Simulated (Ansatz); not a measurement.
# C: the cost of one run

Program: Ansatz 0.2.0. Level of theory: DFT PBE, scalar-relativistic, plane waves, PAW. These are calculated values, not measurements.

### Step 1. Starting point

The structure is tetragonal, space group P4/mmm (No. 123). Conventional cell: a = 1.582 Å, b = 1.582 Å, c = 2.338 Å, α = 90.00°, β = 90.00°, γ = 90.00°. Around C (site symmetry 4/mmm) lie 4 C at 1.58 Å.

Structure file:

```xyz
1
Lattice="1.5816 0.0000 0.0000 0.0000 1.5816 0.0000 0.0000 0.0000 2.3378" Properties=species:S:1:pos:R:3 pbc="T T T"
C     0.0000    0.0000    0.0000
```

Recipe of the guess: random cell by space group and Wyckoff sites (P4/mmm, No. 123). The dimensions are guesses.

### Step 2. Probe: one point on a coarse mesh

The input, input.yaml:

```yaml
crystal:
  lattice:
    - [1.58163505, 0.0, 0.0]
    - [0.0, 1.58163505, 0.0]
    - [0.0, 0.0, 2.33784125]
  atoms:
    - { symbol: C, position: [0.0, 0.0, 0.0] }
basis:
  ecutwfc: 420
kpoints:
  mp_grid: { grid: [10, 10, 8] }
hamiltonian:
  xc: pbe
scf:
  occupations: { method: gaussian, width: 0.1 }
  lower_state_search: "off"
output:
  forces: true
  stress: true
  eigenvalues: true
```

Started as:

```bash
$ ansatz run input.yaml --threads 1 --pin off --max-ram 2560MiB --backend cpu --events-out ev --progress --plain --runs-dir out
```

Q: Estimate wall time and peak memory on 1 thread of Intel Xeon at 2.50GHz (Skylake/Cascade Lake), shared host.

About 1.3 s, with a peak of 0.26 GiB.
